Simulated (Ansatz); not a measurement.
Consider the formal exchange of groups at the In–C bond: `[CH3][In]([CH3])[OH]` + `NCCO` → `[CH3][In]([OH])[OH]` + `CCCN`.

Isolated molecules relaxed with PBE0-D4/def2-TZVP in Ansatz; ΔE leaves out vibrations. CBS: MP2 limit from def2 TZ/QZ plus the TZ coupled-cluster correction, frozen cores. This one scheme is used for every species. DFT in def2-TZVPP. B3LYP here is the variant with VWN-RPA as its local correlation; programs differ in this. Elements past krypton have def2 core potentials. For In outer-core shells are correlated without core-valence functions, which leaves a few kJ/mol of doubt a bond. Each species was taken in one conformer, which may not be the lowest.

`[CH3][In]([CH3])[OH]`:

Cartesian coordinates in Å:
```
C -1.842 0.610 -0.508
In 0.043 -0.241 0.071
C 2.068 0.426 0.226
O -0.061 -2.162 0.640
H -2.522 -0.176 -0.839
H -1.715 1.337 -1.311
H -2.290 1.120 0.347
H 2.693 -0.420 0.510
H 2.155 1.207 0.983
H 2.416 0.833 -0.724
H -0.945 -2.534 0.604
```

`NCCO`:

Cartesian coordinates in Å:
```
N 0.428 0.330 1.419
C 0.138 -0.672 0.408
C 0.097 -0.027 -0.954
O -0.996 0.876 -0.970
H -0.281 1.052 1.377
H 0.392 -0.074 2.346
H 0.935 -1.422 0.408
H -0.813 -1.205 0.562
H 1.043 0.501 -1.127
H -0.023 -0.799 -1.725
H -0.921 1.439 -1.743
```

`[CH3][In]([OH])[OH]`:

Cartesian coordinates in Å:
```
C -0.565 0.532 1.456
In 0.211 -0.031 -0.443
O 1.203 1.176 -1.661
O 0.120 -1.796 -1.364
H -1.621 0.270 1.515
H -0.024 0.003 2.241
H -0.445 1.606 1.592
H 1.464 0.718 -2.464
H -0.342 -2.477 -0.871
```

`CCCN`:

```xyz
13

C     1.097   -0.572    1.212
C    -0.102    0.120    0.586
C    -0.130   -0.008   -0.931
N    -1.247    0.628   -1.608
H     2.035   -0.153    0.837
H     1.100   -0.469    2.299
H     1.100   -1.641    0.980
H    -0.100    1.184    0.853
H    -1.030   -0.296    0.996
H     0.796    0.406   -1.346
H    -0.130   -1.069   -1.204
H    -1.264    1.621   -1.403
H    -2.125    0.250   -1.271
```

| level | ΔE (kcal/mol) |
| --- | --- |
| B3LYP-D4 | -20.9 |
| PBE | -20.6 |

(1) What does CCSD(T)/CBS give? (An estimate is asked.)

Largest T1 diagnostic among the species: 0.016.

Results:

(1) Ansatz gave: -22.2 kcal/mol. The listed levels differ from it by 1.3, 1.6 kcal/mol.

At CCSD(T), def2-SVP lies +1.0 kcal/mol from the extrapolated value and def2-TZVPP +1.3 kcal/mol. From r2SCAN to r2SCAN0 (25 % exact exchange), in def2-TZVPP and without D4, ΔE moves by +0.7 kcal/mol.

CCSD(T)/CBS has its own doubt, a few kJ/mol and more with outer-core shells, so smaller differences from it don't rank the levels.
